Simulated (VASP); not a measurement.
A run of VASP 6.6.1 is set up as follows.

Contents of POSCAR:

```
Sb
1.0
    3.1600000000      0.0000000000      0.0000000000
    0.0000000000      3.1600000000      0.0000000000
    0.0000000000      0.0000000000      3.1600000000
Sb
1
Direct
    0.0000000000      0.0000000000      0.0000000000
```

Contents of INCAR.step1:

```
PREC = Accurate
ENCUT = 600
ISMEAR = 0
SIGMA = 0.1
LREAL = False
LASPH = True
NELM = 100
GGA = PE
ALGO = Normal
EDIFF = 1E-4
LWAVE = True
LCHARG = False
```

INCAR.step2

```
PREC = Accurate
ENCUT = 600
EDIFF = 1E-7
ISMEAR = 0
SIGMA = 0.1
LREAL = False
LASPH = True
NELM = 100
ALGO = Normal
ISIF = 3
LWAVE = False
LCHARG = False
METAGGA = R2SCAN
LMIXTAU = True
IBRION = 2
NSW = 100
EDIFFG = -0.005
ISTART = 1
```

KPOINTS

```
Automatic mesh
0
Gamma
  14 14 14
```

Potentials or basis: VASP PAW PBE potentials, release 64 (Sb).

Run with:

```bash
$ cat potpaw_PBE.64/Sb/POTCAR > POTCAR
$ cp INCAR.step1 INCAR
$ mpirun -np 1 vasp_std > vasp.out
$ cp INCAR.step2 INCAR
$ mpirun -np 1 vasp_std > vasp.out
```

Question: Predict the relaxed volume.

Answer: 29.44 Å³/atom.

Question: Predict the relaxed cell.

Answer: a = 3.088 Å, b = 3.088 Å, c = 3.088 Å, α = 90.00°, β = 90.00°, γ = 90.00°.

The path:
```tsv
step	energy change (eV)	largest force (eV/Å)	pressure (GPa)	volume (Å³)
1	0.0000	0.0000	-3.53	31.55
2	-0.0187	0.0000	2.11	28.48
3	-0.0248	0.0000	0.00	29.44
```

Caveat: the PAW data sets were made with another functional, which shifts forces and pressure a little. The run has no spin-orbit coupling, so splittings on Sb are missing.
